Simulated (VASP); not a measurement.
# InP (F-43m) in VASP: a series of runs

Runs on InP. Level: PBEsol. Tasks: relaxation of the atoms.

All numbers are computed with VASP 6.6.1; they aren't measurements. Logs are shortened: lines on timing, memory, paths and dates and some standing lists are left out, and cuts for length are marked.

**Experimental background.**

A printed reference work, data compilation reports, for a bulk crystal of InP at 1.6 K: band gap 1.4236 eV (direct).

The runs below are set against these values where they give the same quantity.

## (1) The crystal as given

Symmetry: F-43m, No. 216, cubic system. Conventional cell: a = 5.879 Å, b = 5.879 Å, c = 5.879 Å, α = 90.00°, β = 90.00°, γ = 90.00°. Around In (site symmetry -43m) lie 4 P at 2.55 Å. P (site symmetry -43m) is surrounded by 4 In at 2.55 Å.

## (2) Relaxation of the atoms, PBEsol (a relaxed cell with its volume scaled by 0.98)

The input, INCAR:

```
ALGO = Fast ; EDIFF = 1E-7
EDIFFG = -0.01 ; ENCUT = 600
GGA = PS ; IBRION = 2
ISIF = 2 ; ISMEAR = 0
LASPH = T ; LCHARG = F
LREAL = F ; LWAVE = F
NELM = 80 ; NSW = 40
PREC = Accurate ; SIGMA = 0.03
```

The input, KPOINTS:

```
k-points
0
Gamma
  8 8 8
```

The input, POSCAR:

```
InP                                     
1.0
    0.0000000000      2.9196031694      2.9196031694
    2.9196031694      0.0000000000      2.9196031694
    2.9196031694      2.9196031694      0.0000000000
  In              P             
     1     1
Direct
     0.0000000000000000    0.0000000000000000    0.0000000000000000
     0.2500000000000000    0.2500000000000000    0.2500000000000000
```

Potentials or basis: VASP PAW PBE potentials, release 64 (In_d, P).

The run is started by

```bash
cat potpaw_PBE.64/In_d/POTCAR potpaw_PBE.64/P/POTCAR > POTCAR
mpirun -np 1 vasp_std > vasp.out
```

OUTCAR:

```text
EDIFF = 1E-7
   EDIFFG = -0.01
   ENCUT = 600
   GGA = PS
   IBRION = 2
   ISIF = 2
   ISMEAR = 0
   LASPH = T
   LREAL = F
   NELM = 80
   NSW = 40
   PREC = Accurate

 ion  position               nearest neighbor table
   1  0.000  0.000  0.000-   2 2.53   2 2.53   2 2.53   2 2.53
   2  0.250  0.250  0.250-   1 2.53   1 2.53   1 2.53   1 2.53

  LATTYP: Found a face centered cubic cell.
 ALAT       =     5.8392063388

  Lattice vectors:

 A1 = (   0.0000000000,   2.9196031694,   2.9196031694)
 A2 = (   2.9196031694,   0.0000000000,   2.9196031694)
 A3 = (   2.9196031694,   2.9196031694,   0.0000000000)

Analysis of symmetry for initial positions (statically):
=====================================================================
 Subroutine PRICEL returns:
 Original cell was already a primitive cell.

 Routine SETGRP: Setting up the symmetry group for a
 face centered cubic supercell.

 Subroutine GETGRP returns: Found 24 space group operations
 (whereof 24 operations were pure point group operations)
 out of a pool of 48 trial point group operations.

The static configuration has the point symmetry T_d .

Analysis of symmetry for dynamics (positions and initial velocities):
=====================================================================
 Subroutine PRICEL returns:
 Original cell was already a primitive cell.

 Routine SETGRP: Setting up the symmetry group for a
 face centered cubic supercell.

 Subroutine GETGRP returns: Found 24 space group operations
 (whereof 24 operations were pure point group operations)
 out of a pool of 48 trial point group operations.

The dynamic configuration has the point symmetry T_d .

 Subroutine INISYM returns: Found 24 space group operations
 (whereof 24 operations are pure point group operations),
 and found     1 'primitive' translations

----------------------------------------------------------------------------------------

                                     Primitive cell

  volume of cell :      49.7739

  direct lattice vectors                    reciprocal lattice vectors
     0.000000000  2.919603169  2.919603169    -0.171256151  0.171256151  0.171256151
     2.919603169  0.000000000  2.919603169     0.171256151 -0.171256151  0.171256151
     2.919603169  2.919603169  0.000000000     0.171256151  0.171256151 -0.171256151

  length of vectors
     4.128942399  4.128942399  4.128942399     0.296624354  0.296624354  0.296624354

  position of ions in fractional coordinates (direct lattice)
     0.000000000  0.000000000  0.000000000
     0.250000000  0.250000000  0.250000000

  ion indices of the primitive-cell ions
   primitive index   ion index
                 1           1
                 2           2

----------------------------------------------------------------------------------------

 KPOINTS: k-points

Automatic generation of k-mesh.
 Grid dimensions read from file:
 generate k-points for:    8    8    8

 Generating k-lattice:

  Cartesian coordinates                     Fractional coordinates (reciprocal lattice)
    -0.021407019  0.021407019  0.021407019     0.125000000  0.000000000  0.000000000
     0.021407019 -0.021407019  0.021407019     0.000000000  0.125000000  0.000000000
     0.021407019  0.021407019 -0.021407019     0.000000000  0.000000000  0.125000000

  Length of vectors
     0.037078044  0.037078044  0.037078044

  Shift w.r.t. Gamma in fractional coordinates (k-lattice)
     0.000000000  0.000000000  0.000000000

 Subroutine IBZKPT returns following result:
 ===========================================

 Found     29 irreducible k-points:

 Following reciprocal coordinates:
            Coordinates               Weight
  0.000000  0.000000  0.000000      1.000000
  0.125000  0.000000  0.000000      8.000000
  0.250000  0.000000  0.000000      8.000000
  0.375000  0.000000  0.000000      8.000000
  0.500000  0.000000  0.000000      4.000000
  0.125000  0.125000  0.000000      6.000000
[... 16 lines left out ...]
  0.500000  0.250000  0.125000     48.000000
 -0.375000  0.250000  0.125000     24.000000
 [... further k-points ...]
   k-points           NKPTS =     29   k-points in BZ     NKDIM =     29   number of bands    NBANDS=     13
   number of dos      NEDOS =    301   number of ions     NIONS =      2
   total plane-waves  NPLWV =  46656
   dimension x,y,z NGX =    36 NGY =   36 NGZ =   36
   dimension x,y,z NGXF=    72 NGYF=   72 NGZF=   72
   ions per type =               1   1
   NGX,Y,Z   is equivalent  to a cutoff of  14.49, 14.49, 14.49 a.u.
   NGXF,Y,Z  is equivalent  to a cutoff of  28.99, 28.99, 28.99 a.u.
 SYSTEM =  unknown system
   PREC   = accura    normal or accurate (medium, high low for compatibility)
   ISTART =      0    job   : 0-new  1-cont  2-samecut
   ICHARG =      2    charge: 1-file 2-atom 10-const
   ISPIN  =      1    spin polarized calculation?
   LNONCOLLINEAR =      F non collinear calculations
   LSORBIT =      F    spin-orbit coupling
[... 70 lines left out ...]
      7       5.2158      2.00000
      8       5.2158      2.00000
      9       5.2158      2.00000
     10       5.8903      0.00000
     11       9.2304      0.00000
     12       9.2304      0.00000
     13       9.2304      0.00000

 k-point     2 :       0.1250    0.0000    0.0000
  band No.  band energies     occupation
      1      -8.9788      2.00000
      2      -8.9503      2.00000
      3      -8.9503      2.00000
      4      -8.7978      2.00000
      5      -8.7978      2.00000
      6      -6.2268      2.00000
      7       3.6430      2.00000
      8       5.0221      2.00000
      9       5.0221      2.00000
     10       6.8379      0.00000
     11       9.3835      0.00000
     12       9.5156      0.00000
     13       9.5156      0.00000

 k-point     3 :       0.2500    0.0000    0.0000
  band No.  band energies     occupation
      1      -9.0253      2.00000
      2      -8.9336      2.00000
      3      -8.9336      2.00000
      4      -8.7952      2.00000
      5      -8.7952      2.00000
      6      -5.7134      2.00000
      7       1.7065      2.00000
      8       4.6387      2.00000
      9       4.6387      2.00000
     10       6.9502      0.00000
     11       9.9451      0.00000
     12       9.9451      0.00000
     13      10.4745      0.00000

 k-point     4 :       0.3750    0.0000    0.0000
  band No.  band energies     occupation
      1      -9.0686      2.00000
      2      -8.9211      2.00000
      3      -8.9211      2.00000
      4      -8.7881      2.00000
      5      -8.7881      2.00000
      6      -5.0216      2.00000
      7       0.0779      2.00000
      8       4.3280      2.00000
      9       4.3280      2.00000
     10       6.7353      0.00000
     11      10.0041      0.00000
     12      10.0041      0.00000
     13      11.7896      0.00000

 k-point     5 :       0.5000    0.0000    0.0000
  band No.  band energies     occupation
      1      -9.0857      2.00000
      2      -8.9173      2.00000
      3      -8.9173      2.00000
      4      -8.7836      2.00000
      5      -8.7836      2.00000
      6      -4.6219      2.00000
      7      -0.6460      2.00000
      8       4.2135      2.00000
      9       4.2135      2.00000
     10       6.6423      0.00000
     11       9.9520      0.00000
     12       9.9520      0.00000
     13      12.1843      0.00000
[... 257 lines left out ...]
 k-point    22 :       0.3750    0.2500    0.1250
  band No.  band energies     occupation
      1      -9.0652      2.00000
      2      -8.9133      2.00000
      3      -8.9065      2.00000
      4      -8.8145      2.00000
      5      -8.7819      2.00000
      6      -5.2871      2.00000
      7       1.2624      2.00000
      8       3.1619      2.00000
      9       4.1113      2.00000
     10       8.3983      0.00000
     11       8.6472      0.00000
     12      10.3577      0.00000
     13      11.3618      0.00000

 k-point    23 :       0.5000    0.2500    0.1250
  band No.  band energies     occupation
      1      -9.0904      2.00000
      2      -8.9078      2.00000
      3      -8.8912      2.00000
      4      -8.8104      2.00000
      5      -8.7816      2.00000
      6      -4.6520      2.00000
      7       0.1304      2.00000
      8       2.5823      2.00000
      9       3.7157      2.00000
     10       8.3849      0.00000
     11       9.3296      0.00000
     12      10.4230      0.00000
     13      11.8728      0.00000

 k-point    24 :      -0.3750    0.2500    0.1250
  band No.  band energies     occupation
      1      -9.0996      2.00000
      2      -8.9073      2.00000
      3      -8.8859      2.00000
      4      -8.8041      2.00000
      5      -8.7843      2.00000
      6      -4.2935      2.00000
      7      -0.4451      2.00000
      8       2.4352      2.00000
      9       3.5268      2.00000
     10       8.3512      0.00000
     11       9.2810      0.00000
     12      11.0577      0.00000
     13      12.3876      0.00000

 [... further k-points ...]

------------------------ aborting loop because EDIFF is reached ----------------------------------------

  FORCE on cell =-STRESS in cart. coord.  units (eV):
  Direction    XX          YY          ZZ          XY          YZ          ZX
  --------------------------------------------------------------------------------------
  -------------------------------------------------------------------------------------
  Total        0.4367348      0.4367348      0.4367348     -0.0000000      0.0000000      0.0000000
  in kB       14.0581078     14.0581078     14.0581078     -0.0000000      0.0000000      0.0000000
  external PRESSURE =      14.0581078 kB  Pullay stress =       0.0000000 kB

 VOLUME and BASIS-vectors are now :
 -----------------------------------------------------------------------------
  energy-cutoff  :      600.00
  volume of cell :       49.77
      direct lattice vectors                 reciprocal lattice vectors
     0.000000000  2.919603169  2.919603169    -0.171256151  0.171256151  0.171256151
     2.919603169  0.000000000  2.919603169     0.171256151 -0.171256151  0.171256151
     2.919603169  2.919603169  0.000000000     0.171256151  0.171256151 -0.171256151

 POSITION                                       TOTAL-FORCE (eV/Angst)
 -----------------------------------------------------------------------------------
      0.00000      0.00000      0.00000        -0.000000     -0.000000     -0.000000
      1.45980      1.45980      1.45980         0.000000      0.000000      0.000000
 -----------------------------------------------------------------------------------
    total drift:                               -0.000000     -0.000000     -0.000000

  FREE ENERGIE OF THE ION-ELECTRON SYSTEM (eV)
  ---------------------------------------------------
  free  energy   TOTEN  =        -9.1506183543 eV

  energy  without entropy=       -9.1506183543  energy(sigma->0) =       -9.15061835

 reached required accuracy - stopping structural energy minimisation
```

Run time: 41 s. Hardware: 1 thread of Intel Xeon Platinum 8259CL at 2.50GHz (Skylake/Cascade Lake), shared host; peak memory 0.21 GiB.

What came out:

```yaml
Free_energy: -9.1506 eV
Pressure_after_relaxing: 1.4 GPa
Band_gap_on_the_k_mesh: 0.67 eV, direct
```

Final structure:
```
In P
1.0
     0.00000    2.91960    2.91960
     2.91960    0.00000    2.91960
     2.91960    2.91960    0.00000
In P
1 1
Cartesian
  0.0000 0.0000 0.0000
  1.4598 1.4598 1.4598
```

Caveat: the relaxation stopped at its first step, so nothing moved; the PAW data sets were made with another functional, which shifts forces and pressure a little; spin-orbit coupling is left out, which moves the levels of the heavy elements.

## (3) Relaxation of the atoms, PBEsol

INCAR is that of step 2.

KPOINTS is that of step 2.

The input, POSCAR:

```
InP                                     
1.0
    0.0000000000      2.9393308163      2.9393308163
    2.9393308163      0.0000000000      2.9393308163
    2.9393308163      2.9393308163      0.0000000000
  In              P             
     1     1
Direct
     0.0000000000000000    0.0000000000000000    0.0000000000000000
     0.2500000000000000    0.2500000000000000    0.2500000000000000
```

Potentials or basis: VASP PAW PBE potentials, release 64 (In_d, P).

The run is started by

```bash
cat potpaw_PBE.64/In_d/POTCAR potpaw_PBE.64/P/POTCAR > POTCAR
mpirun -np 1 vasp_std > vasp.out
```

Wall time 45 s (1 thread of Intel Xeon Platinum 8259CL at 2.50GHz (Skylake/Cascade Lake), shared host); peak memory 0.21 GiB.

Results (log left out):

| Property | Result |
| --- | --- |
| Free energy | -9.1551 eV |
| Pressure after relaxing | 0.0 GPa |
| Band gap on the k mesh | 0.57 eV, direct |

Final structure:
```
In P
1.0
     0.00000    2.93933    2.93933
     2.93933    0.00000    2.93933
     2.93933    2.93933    0.00000
In P
1 1
Cartesian
  0.0000 0.0000 0.0000
  1.4697 1.4697 1.4697
```

Levels at points of the mesh, in eV from the valence-band top:
| k point | band 6 | band 7 | band 8 | band 9 | band 10 | band 11 | band 12 | band 13 |
| --- | --- | --- | --- | --- | --- | --- | --- | --- |
| (0.00, 0.00, 0.00) | -11.49 | 0.00 | 0.00 | 0.00 | 0.57 | 4.02 | 4.02 | 4.02 |
| (0.50, 0.00, 0.00) | -9.77 | -5.75 | -0.97 | -0.97 | 1.38 | 4.73 | 4.73 | 6.93 |
| (0.50, 0.50, 0.00) | -9.11 | -5.78 | -2.32 | -2.32 | 1.65 | 2.17 | 9.04 | 9.47 |

Caveat: the relaxation stopped at its first step, so nothing moved; the PAW data sets were made with another functional, which shifts forces and pressure a little; spin-orbit coupling is left out, which moves the levels of the heavy elements.

## (4) Relaxation of the atoms, PBEsol (a relaxed cell with its volume scaled by 1.02)

INCAR is that of step 3.

KPOINTS is that of step 3.

The input, POSCAR:

```
InP                                     
1.0
    0.0000000000      2.9587971506      2.9587971506
    2.9587971506      0.0000000000      2.9587971506
    2.9587971506      2.9587971506      0.0000000000
  In              P             
     1     1
Direct
     0.0000000000000000    0.0000000000000000    0.0000000000000000
     0.2500000000000000    0.2500000000000000    0.2500000000000000
```

The run is started by

```bash
cat potpaw_PBE.64/In_d/POTCAR potpaw_PBE.64/P/POTCAR > POTCAR
mpirun -np 1 vasp_std > vasp.out
```

Wall time 37 s (1 thread of Intel Xeon Platinum 8259CL at 2.50GHz (Skylake/Cascade Lake), shared host); peak memory 0.21 GiB.

It converged, with:

```
Free energy             : -9.1512 eV
Pressure after relaxing : -1.3 GPa
Band gap on the k mesh  : 0.46 eV, direct
```

Final structure:
```
In P
1.0
     0.00000    2.95880    2.95880
     2.95880    0.00000    2.95880
     2.95880    2.95880    0.00000
In P
1 1
Direct
  0.00000 0.00000 0.00000
  0.25000 0.25000 0.25000
```

Levels at points of the mesh, in eV from the valence-band top:
```tsv
k point	band 6	band 7	band 8	band 9	band 10	band 11	band 12	band 13
(0.00, 0.00, 0.00)	-11.35	0.00	0.00	0.00	0.46	4.02	4.02	4.02
(0.50, 0.00, 0.00)	-9.70	-5.65	-0.94	-0.94	1.33	4.73	4.73	6.89
(0.50, 0.50, 0.00)	-9.07	-5.69	-2.26	-2.26	1.68	2.17	8.93	9.34
```

Caveat: the relaxation stopped at its first step, so nothing moved; the PAW data sets were made with another functional, which shifts forces and pressure a little; spin-orbit coupling is left out, which moves the levels of the heavy elements.

## (5) Relaxation of the atoms, PBEsol (a relaxed cell with its volume scaled by 1.04)

INCAR is that of step 4.

KPOINTS is that of step 4.

The input, POSCAR:

```
InP                                     
1.0
    0.0000000000      2.9780106575      2.9780106575
    2.9780106575      0.0000000000      2.9780106575
    2.9780106575      2.9780106575      0.0000000000
  In              P             
     1     1
Direct
     0.0000000000000000    0.0000000000000000    0.0000000000000000
     0.2500000000000000    0.2500000000000000    0.2500000000000000
```

The run is started by

```bash
cat potpaw_PBE.64/In_d/POTCAR potpaw_PBE.64/P/POTCAR > POTCAR
mpirun -np 1 vasp_std > vasp.out
```

It took 33 s on 1 thread of Intel Xeon Platinum 8259CL at 2.50GHz (Skylake/Cascade Lake), shared host; peak memory 0.21 GiB.

It converged, with:

```yaml
Free_energy: -9.1397 eV
Pressure_after_relaxing: -2.4 GPa
Band_gap_on_the_k_mesh: 0.36 eV, direct
```

Final structure:
```
In P
1.0
     0.00000    2.97801    2.97801
     2.97801    0.00000    2.97801
     2.97801    2.97801    0.00000
In P
1 1
Direct
  0.00000 0.00000 0.00000
  0.25000 0.25000 0.25000
```

Levels at points of the mesh, in eV from the valence-band top:
| k point | band 6 | band 7 | band 8 | band 9 | band 10 | band 11 | band 12 | band 13 |
| --- | --- | --- | --- | --- | --- | --- | --- | --- |
| (0.00, 0.00, 0.00) | -11.23 | 0.00 | 0.00 | 0.00 | 0.36 | 4.01 | 4.01 | 4.01 |
| (0.50, 0.00, 0.00) | -9.63 | -5.55 | -0.92 | -0.92 | 1.29 | 4.73 | 4.73 | 6.85 |
| (0.50, 0.50, 0.00) | -9.02 | -5.61 | -2.19 | -2.19 | 1.71 | 2.16 | 8.83 | 9.21 |

Caveat: the relaxation stopped at its first step, so nothing moved; the PAW data sets were made with another functional, which shifts forces and pressure a little; spin-orbit coupling is left out, which moves the levels of the heavy elements.

## (6) Relaxation of the atoms, PBEsol (a relaxed cell with its volume scaled by 1.06)

INCAR is that of step 5.

KPOINTS is that of step 5.

The input, POSCAR:

```
InP                                     
1.0
    0.0000000000      2.9969793896      2.9969793896
    2.9969793896      0.0000000000      2.9969793896
    2.9969793896      2.9969793896      0.0000000000
  In              P             
     1     1
Direct
     0.0000000000000000    0.0000000000000000    0.0000000000000000
     0.2500000000000000    0.2500000000000000    0.2500000000000000
```

Potentials or basis: VASP PAW PBE potentials, release 64 (In_d, P).

The run is started by

```bash
cat potpaw_PBE.64/In_d/POTCAR potpaw_PBE.64/P/POTCAR > POTCAR
mpirun -np 1 vasp_std > vasp.out
```

Run time: 27 s. Hardware: 1 thread of Intel Xeon Platinum 8259CL at 2.50GHz (Skylake/Cascade Lake), shared host; peak memory 0.21 GiB.

Results (log left out):

| Property | Result |
| --- | --- |
| Free energy | -9.1214 eV |
| Pressure after relaxing | -3.4 GPa |
| Band gap on the k mesh | 0.25 eV, direct |

Final structure:
```
In P
1.0
     0.00000    2.99698    2.99698
     2.99698    0.00000    2.99698
     2.99698    2.99698    0.00000
In P
1 1
Direct
  0.00000 0.00000 0.00000
  0.25000 0.25000 0.25000
```

Levels at points of the mesh, in eV from the valence-band top:
```tsv
k point	band 7	band 8	band 9	band 10	band 11	band 12
(0.00, 0.00, 0.00)	0.00	0.00	0.00	0.25	4.01	4.01
(0.50, 0.00, 0.00)	-5.46	-0.89	-0.89	1.24	4.72	4.72
(0.50, 0.50, 0.00)	-5.53	-2.13	-2.13	1.74	2.16	8.69
```

Caveat: the relaxation stopped at its first step, so nothing moved; the PAW data sets were made with another functional, which shifts forces and pressure a little; spin-orbit coupling is left out, which moves the levels of the heavy elements.

## (7) Summary

| cell | gap on the mesh (eV) | pressure (GPa) |
| --- | --- | --- |
| atoms relaxed from: a relaxed cell with its volume scaled by 0.98 | 0.67 | 1.4 |
| atoms relaxed | 0.57 | 0.0 |
| atoms relaxed from: a relaxed cell with its volume scaled by 1.02 | 0.46 | -1.3 |
| atoms relaxed from: a relaxed cell with its volume scaled by 1.04 | 0.36 | -2.4 |
| atoms relaxed from: a relaxed cell with its volume scaled by 1.06 | 0.25 | -3.4 |

Alike in all rows: task relaxation of the atoms; level PBEsol; potentials or basis VASP PAW PBE potentials, release 64 (In_d, P); no spin polarisation; k mesh 8 × 8 × 8; cutoff (eV) 600; smearing gaussian 0.03 eV.

Caveats: the relaxation stopped at its first step, so nothing moved; the PAW data sets were made with another functional, which shifts forces and pressure a little; spin-orbit coupling is left out, which moves the levels of the heavy elements.

Absolute energies hang on the potentials; compare differences alone.

## (8) Comparison with measurements

Step 3. A measured gap of InP is 1.4236 eV (direct; 1.6 K; a printed reference work, data compilation); the calculated 0.57 eV misses it by -0.86 eV. Spin-orbit coupling on In is left out. The value is that of PBEsol, without temperature or zero-point motion. Semilocal functionals fall short of measured gaps as a rule.
